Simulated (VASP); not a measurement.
# CdTe (F-43m) in VASP: a series of runs

The runs below take CdTe through single point, with PBE.

Program: VASP 6.6.1. These are calculated values, not measurements. Logs are shortened: lines on timing, memory, paths and dates and some standing lists are left out, and cuts for length are marked.

**Experimental background.**

From a printed reference work, data compilation, for a bulk crystal of CdTe at 0 K: band gap 1.607 eV.

The runs below are set against these values where they give the same quantity.

## Step 1: The cell of the first run

The structure is cubic, space group F-43m (No. 216). The conventional cell has a = 6.410 Å, b = 6.410 Å, c = 6.410 Å, α = 90.00°, β = 90.00°, γ = 90.00°. Within 3.7 Å of Cd (site symmetry -43m) lie 4 Te at 2.78 Å. Within 3.7 Å of Te (site symmetry -43m) lie 4 Cd at 2.78 Å.

## Step 2: Single point, PBE

Contents of INCAR:

```
PREC     = Accurate       # precision mode
ENCUT    = 520            # plane-wave cutoff, eV
EDIFF    = 1E-6           # SCF threshold, eV
ISMEAR   = 0              # smearing method
SIGMA    = 0.01           # smearing width, eV
LREAL    = False          # projectors in reciprocal space
LASPH    = True           # aspherical terms in the spheres
NELM     = 100            # most SCF steps
ALGO     = Normal         # electronic algorithm
ISIF     = 2              # what is computed and relaxed
LWAVE    = False          # write WAVECAR
LCHARG   = False          # write CHGCAR
GGA      = PE             # functional
NBANDS   = 16             # bands
```

Contents of KPOINTS:

```
regular mesh
0
Gamma
  6 6 6
```

Contents of POSCAR:

```
CdTe
1.0
    0.0000000000      3.2050000000      3.2050000000
    3.2050000000      0.0000000000      3.2050000000
    3.2050000000      3.2050000000      0.0000000000
Cd Te
1 1
Direct
    0.0000000000      0.0000000000      0.0000000000
    0.2500000000      0.2500000000      0.2500000000
```

Potentials or basis: VASP PAW PBE potentials, release 64 (Cd, Te).

Run with:

```console
$ cat potpaw_PBE.64/Cd/POTCAR potpaw_PBE.64/Te/POTCAR > POTCAR
$ mpirun -np 1 vasp_std > vasp.out
```

OUTCAR:

```text
PREC = Accurate
   ENCUT = 520
   EDIFF = 1E-6
   ISMEAR = 0
   LREAL = False
   LASPH = True
   NELM = 100
   ISIF = 2
   GGA = PE

 ion  position               nearest neighbor table
   1  0.000  0.000  0.000-   2 2.78   2 2.78   2 2.78   2 2.78
   2  0.250  0.250  0.250-   1 2.78   1 2.78   1 2.78   1 2.78

  LATTYP: Found a face centered cubic cell.
 ALAT       =     6.4100000000

  Lattice vectors:

 A1 = (   0.0000000000,   3.2050000000,   3.2050000000)
 A2 = (   3.2050000000,   0.0000000000,   3.2050000000)
 A3 = (   3.2050000000,   3.2050000000,   0.0000000000)

Analysis of symmetry for initial positions (statically):
=====================================================================
 Subroutine PRICEL returns:
 Original cell was already a primitive cell.

 Routine SETGRP: Setting up the symmetry group for a
 face centered cubic supercell.

 Subroutine GETGRP returns: Found 24 space group operations
 (whereof 24 operations were pure point group operations)
 out of a pool of 48 trial point group operations.

The static configuration has the point symmetry T_d .

Analysis of symmetry for dynamics (positions and initial velocities):
=====================================================================
 Subroutine PRICEL returns:
 Original cell was already a primitive cell.

 Routine SETGRP: Setting up the symmetry group for a
 face centered cubic supercell.

 Subroutine GETGRP returns: Found 24 space group operations
 (whereof 24 operations were pure point group operations)
 out of a pool of 48 trial point group operations.

The dynamic configuration has the point symmetry T_d .

 Subroutine INISYM returns: Found 24 space group operations
 (whereof 24 operations are pure point group operations),
 and found     1 'primitive' translations

----------------------------------------------------------------------------------------

                                     Primitive cell

  volume of cell :      65.8437

  direct lattice vectors                    reciprocal lattice vectors
     0.000000000  3.205000000  3.205000000    -0.156006240  0.156006240  0.156006240
     3.205000000  0.000000000  3.205000000     0.156006240 -0.156006240  0.156006240
     3.205000000  3.205000000  0.000000000     0.156006240  0.156006240 -0.156006240

  length of vectors
     4.532554467  4.532554467  4.532554467     0.270210734  0.270210734  0.270210734
[... 70 lines left out ...]
   ENCUT  =  520.0 eV  38.22 Ry    6.18 a.u.   8.43  8.43  8.43*2*pi/ulx,y,z
   NELM   =    100;   NELMIN=  2; NELMDL= -5     # of ELM steps
   EDIFF  = 0.1E-05   stopping-criterion for ELM
   LREAL  =      F    real-space projection
   EDIFFG = 0.1E-04   stopping-criterion for IOM
   NSW    =      0    number of steps for IOM
   IBRION =     -1    ionic relax: 0-MD 1-quasi-New 2-CG
   NFREE  =      0    steps in history (QN), initial steepest desc. (CG)
   ISIF   =      2    stress and relaxation
   ISYM   =      2    0-nonsym 1-usesym 2-fastsym
   POTIM  = 0.5000    time-step for ionic-motion
   TEBEG  =    0.0;   TEEND  =   0.0 temperature during run
   PSTRESS=    0.0 pullay stress
   NELECT =      18.0000    total number of electrons
   NUPDOWN=      -1.0000    fix difference up-down
   EMIN   =  10.00;   EMAX   =-10.00  energy-range for DOS
   EFERMI =   0.00;   METHOD = LEGACY
   ISMEAR =     0;   SIGMA  =   0.01  broadening in eV -4-tet -1-fermi 0-gaus
   EFERMI_NEDOS =   21; number of points for ismear=-14 and -15
   IALGO  =     38    algorithm
   IMIX   =      4    mixing-type and parameters
     AMIX     =   0.40;   BMIX     =  1.00
     AMIX_MAG =   1.60;   BMIX_MAG =  1.00
  volume/ion in A,a.u.               =      32.92       222.17
  Fermi-wavevector in a.u.,A,eV,Ry     =   1.062497  2.007828 15.359610  1.128899
  Thomas-Fermi vector in A             =   2.197950
   LORBIT       =      0    0 simple, 1 ext, 2 COOP (PROOUT), +10 PAW based schemes
   GGA     = PE    functional components
   LHFCALC =     F    Hartree Fock is set to
   AEXX    =    0.0000 exact exchange contribution
   IVDW    =     0    specifies the selected vdW correction
   LEPSILON=     F    determine dielectric tensor
   LRPA    =     F    only Hartree local field effects (RPA)
 non-spin polarized calculation
 Gauss-broadening in eV      SIGMA  =   0.01
  energy-cutoff  :      520.00
  volume of cell :       65.84
 maximum number of plane-waves:      1807
 NGX is ok and might be reduce to    36
   NGX = 17   NGY = 17   NGZ = 17

 number of electron      17.9999995 magnetization

 Free energy of the ion-electron system (eV)
  ---------------------------------------------------
  ext. energy  EPLUGINS =         0.00000000
  ---------------------------------------------------
  free energy    TOTEN  =        -4.72107995 eV

  energy without entropy =       -4.72107995  energy(sigma->0) =       -4.72107995

 E-fermi :   2.7251     XC(G=0):  -8.7308

 val. band max:        2.6572965697   @ k =   0.0000   0.0000   0.0000
 cond. band min:       3.5292957658   @ k =   0.0000   0.0000   0.0000
 fundamental gap:      0.8719991961
 Fermi energy:         2.7250893223

 k-point     1 :       0.0000    0.0000    0.0000
  band No.  band energies     occupation
      1      -8.7108      2.00000
      2      -5.7523      2.00000
      3      -5.7523      2.00000
      4      -5.7523      2.00000
      5      -5.4667      2.00000
      6      -5.4667      2.00000
[... 281 lines left out ...]
      3      -5.6060      2.00000
      4      -5.5198      2.00000
      5      -5.4532      2.00000
      6      -4.8647      2.00000
[... 8 lines left out ...]
     15      13.8575      0.00000
     16      14.1569      0.00000

------------------------ aborting loop because EDIFF is reached ----------------------------------------

  FORCE on cell =-STRESS in cart. coord.  units (eV):
  Direction    XX          YY          ZZ          XY          YZ          ZX
  --------------------------------------------------------------------------------------
  -------------------------------------------------------------------------------------
  Total        1.8138634      1.8138634      1.8138634      0.0000000      0.0000000      0.0000000
  in kB       44.1368213     44.1368213     44.1368213      0.0000000      0.0000000      0.0000000
  external PRESSURE =      44.1368213 kB  Pullay stress =       0.0000000 kB

 VOLUME and BASIS-vectors are now :
 -----------------------------------------------------------------------------
  energy-cutoff  :      520.00
  volume of cell :       65.84
      direct lattice vectors                 reciprocal lattice vectors
     0.000000000  3.205000000  3.205000000    -0.156006240  0.156006240  0.156006240
     3.205000000  0.000000000  3.205000000     0.156006240 -0.156006240  0.156006240
     3.205000000  3.205000000  0.000000000     0.156006240  0.156006240 -0.156006240

 POSITION                                       TOTAL-FORCE (eV/Angst)
 -----------------------------------------------------------------------------------
      0.00000      0.00000      0.00000         0.000000     -0.000000     -0.000000
      1.60250      1.60250      1.60250        -0.000000      0.000000      0.000000
 -----------------------------------------------------------------------------------
    total drift:                               -0.000000     -0.000000     -0.000000

  FREE ENERGIE OF THE ION-ELECTRON SYSTEM (eV)
  ---------------------------------------------------
  free  energy   TOTEN  =        -4.7210799495 eV

  energy  without entropy=       -4.7210799495  energy(sigma->0) =       -4.72107995
```

stdout:

```text
POSCAR found type information on POSCAR CdTe
 POSCAR found :  2 types and       2 ions
 scaLAPACK will be used
 LDA part: xc-table for (Slater+PW92), standard interpolation
 POSCAR, INCAR and KPOINTS ok, starting setup
 FFT: planning ... GRIDC
 FFT: planning ... GRID_SOFT
 FFT: planning ... GRID
 WAVECAR not read
 entering main loop
```

Run time: 12 s. Hardware: 1 thread of AMD EPYC 9R45 (Zen 5), shared host; peak memory 0.18 GiB.

Results:

```
Free energy            : -4.7211 eV
Pressure               : 4.4 GPa
Band gap on the k mesh : 0.87 eV, direct
```

Caveat: spin-orbit coupling is left out, which moves the levels of the heavy elements.

## Step 3: Single point, PBE

This run uses another cell than the first one, of 36.23 Å³/atom, 1.101 times its volume.

Contents of INCAR:

```
ALGO     = Normal         # electronic algorithm
EDIFF    = 1E-7           # SCF threshold, eV
ENCUT    = 520            # plane-wave cutoff, eV
GGA      = PE             # functional
ISIF     = 2              # what is computed and relaxed
ISMEAR   = 0              # smearing method
LASPH    = T              # aspherical terms in the spheres
LCHARG   = T              # write CHGCAR
LELF     = T              # ELF
LREAL    = F              # projectors in reciprocal space
LVHAR    = T            
LWAVE    = F              # write WAVECAR
NBANDS   = 16             # bands
NELM     = 100            # most SCF steps
PREC     = Accurate       # precision mode
SIGMA    = 0.01           # smearing width, eV
```

Contents of KPOINTS:

```
k-points
0
Gamma
  6 6 6
```

Contents of POSCAR:

```
CdTe
1.0
    0.0000000000      3.3090490401      3.3090490401
    3.3090490401      0.0000000000      3.3090490401
    3.3090490401      3.3090490401      0.0000000000
Cd Te
1 1
Direct
    0.0000000005      0.0000000005      0.0000000005
    0.2499999995      0.2499999995      0.2499999995
```

Potentials or basis: VASP PAW PBE potentials, release 64 (Cd, Te).

Run with:

```console
$ cat potpaw_PBE.64/Cd/POTCAR potpaw_PBE.64/Te/POTCAR > POTCAR
$ mpirun -np 1 vasp_std > vasp.out
```

OUTCAR:

```text
EDIFF = 1E-7
   ENCUT = 520
   GGA = PE
   ISIF = 2
   ISMEAR = 0
   LASPH = T
   LREAL = F
   NELM = 100
   PREC = Accurate

 ion  position               nearest neighbor table
   1  0.000  0.000  0.000-   2 2.87   2 2.87   2 2.87   2 2.87
   2  0.250  0.250  0.250-   1 2.87   1 2.87   1 2.87   1 2.87

  LATTYP: Found a face centered cubic cell.
 ALAT       =     6.6180980802

  Lattice vectors:

 A1 = (   0.0000000000,   3.3090490401,   3.3090490401)
 A2 = (   3.3090490401,   0.0000000000,   3.3090490401)
 A3 = (   3.3090490401,   3.3090490401,   0.0000000000)

Analysis of symmetry for initial positions (statically):
=====================================================================
 Subroutine PRICEL returns:
 Original cell was already a primitive cell.

 Routine SETGRP: Setting up the symmetry group for a
 face centered cubic supercell.

 Subroutine GETGRP returns: Found 24 space group operations
 (whereof 24 operations were pure point group operations)
 out of a pool of 48 trial point group operations.

The static configuration has the point symmetry T_d .

Analysis of symmetry for dynamics (positions and initial velocities):
[... 150 lines left out ...]
 E-fermi :   1.9009     XC(G=0):  -8.3074

 val. band max:        1.8012546412   @ k =   0.0000   0.0000   0.0000
 cond. band min:       2.3821415918   @ k =   0.0000   0.0000   0.0000
 fundamental gap:      0.5808869506
 Fermi energy:         1.9008940288

 k-point     1 :       0.0000    0.0000    0.0000
  band No.  band energies     occupation
      1      -9.0321      2.00000
      2      -6.2933      2.00000
      3      -6.2933      2.00000
      4      -6.2933      2.00000
      5      -6.0768      2.00000
      6      -6.0768      2.00000
[... 281 lines left out ...]
      3      -6.1819      2.00000
      4      -6.1148      2.00000
      5      -6.0653      2.00000
      6      -5.6046      2.00000
[... 8 lines left out ...]
     15      12.6099      0.00000
     16      12.9480      0.00000

------------------------ aborting loop because EDIFF is reached ----------------------------------------

  FORCE on cell =-STRESS in cart. coord.  units (eV):
  Direction    XX          YY          ZZ          XY          YZ          ZX
  --------------------------------------------------------------------------------------
  -------------------------------------------------------------------------------------
  Total        0.0525654      0.0525654      0.0525654     -0.0000000     -0.0000000      0.0000000
  in kB        1.1621735      1.1621735      1.1621735     -0.0000000     -0.0000000      0.0000000
  external PRESSURE =       1.1621735 kB  Pullay stress =       0.0000000 kB

 VOLUME and BASIS-vectors are now :
 -----------------------------------------------------------------------------
  energy-cutoff  :      520.00
  volume of cell :       72.47
      direct lattice vectors                 reciprocal lattice vectors
     0.000000000  3.309049040  3.309049040    -0.151100813  0.151100813  0.151100813
     3.309049040  0.000000000  3.309049040     0.151100813 -0.151100813  0.151100813
     3.309049040  3.309049040  0.000000000     0.151100813  0.151100813 -0.151100813

 POSITION                                       TOTAL-FORCE (eV/Angst)
 -----------------------------------------------------------------------------------
      0.00000      0.00000      0.00000        -0.000000     -0.000000     -0.000000
      1.65452      1.65452      1.65452         0.000000      0.000000      0.000000
 -----------------------------------------------------------------------------------
    total drift:                               -0.000001     -0.000001     -0.000001

  FREE ENERGIE OF THE ION-ELECTRON SYSTEM (eV)
  ---------------------------------------------------
  free  energy   TOTEN  =        -4.8070448789 eV

  energy  without entropy=       -4.8070448789  energy(sigma->0) =       -4.80704488
```

OSZICAR:

```text
N       E                     dE             d eps       ncg     rms          rms(c)
DAV:   1     0.100217177397E+03    0.10022E+03   -0.83047E+03   520   0.975E+02
DAV:   2    -0.131767106036E+01   -0.10153E+03   -0.95187E+02   608   0.233E+02
DAV:   3    -0.500931165072E+01   -0.36916E+01   -0.36867E+01   640   0.463E+01
DAV:   4    -0.504338264242E+01   -0.34071E-01   -0.34070E-01   760   0.394E+00
DAV:   5    -0.504346478555E+01   -0.82143E-04   -0.82143E-04   672   0.180E-01    0.493E+00
DAV:   6    -0.482084895191E+01    0.22262E+00   -0.37638E-01   584   0.698E+00    0.414E+00
DAV:   7    -0.480558937953E+01    0.15260E-01   -0.10132E-01   560   0.203E+00    0.163E+00
DAV:   8    -0.480658257251E+01   -0.99319E-03   -0.98855E-03   592   0.110E+00    0.447E-01
DAV:   9    -0.480694181652E+01   -0.35924E-03   -0.95819E-04   560   0.306E-01    0.975E-02
DAV:  10    -0.480700290842E+01   -0.61092E-04   -0.10987E-04   664   0.989E-02    0.549E-02
DAV:  11    -0.480704569308E+01   -0.42785E-04   -0.81173E-05   568   0.524E-02    0.367E-02
DAV:  12    -0.480704484785E+01    0.84523E-06   -0.30336E-06   664   0.126E-02    0.210E-02
DAV:  13    -0.480704472384E+01    0.12401E-06   -0.58698E-07   640   0.351E-03    0.126E-02
DAV:  14    -0.480704485035E+01   -0.12651E-06   -0.83258E-07   624   0.475E-03    0.635E-03
DAV:  15    -0.480704487887E+01   -0.28524E-07   -0.55499E-08   528   0.198E-03
   1 F= -.48070449E+01 E0= -.48070449E+01  d E =-.598818E-47
```

stdout:

```text
POSCAR found type information on POSCAR CdTe
 POSCAR found :  2 types and       2 ions
 scaLAPACK will be used
 LDA part: xc-table for (Slater+PW92), standard interpolation
 POSCAR, INCAR and KPOINTS ok, starting setup
 FFT: planning ... GRIDC
 FFT: planning ... GRID_SOFT
 FFT: planning ... GRID
 WAVECAR not read
 entering main loop
```

It took 16 s on 1 thread of AMD EPYC 9R45 (Zen 5), shared host; peak memory 0.18 GiB.

Results:

```yaml
Free_energy: -4.8070 eV
Pressure: 0.1 GPa
Band_gap_on_the_k_mesh: 0.58 eV, direct
```

Caveat: spin-orbit coupling is left out, which moves the levels of the heavy elements.

## Step 4: Against experiment

Step 3. Against the measured gap of CdTe, 1.607 eV (0 K; a printed reference work, data compilation), the calculated 0.58 eV is off by -1.03 eV. So large a miss can be the level of theory's own, or it may mean another phase, state or a wrong row. Spin-orbit coupling on Cd, Te is left out. The value is that of PBE, without temperature or zero-point motion. Semilocal functionals fall short of measured gaps as a rule.
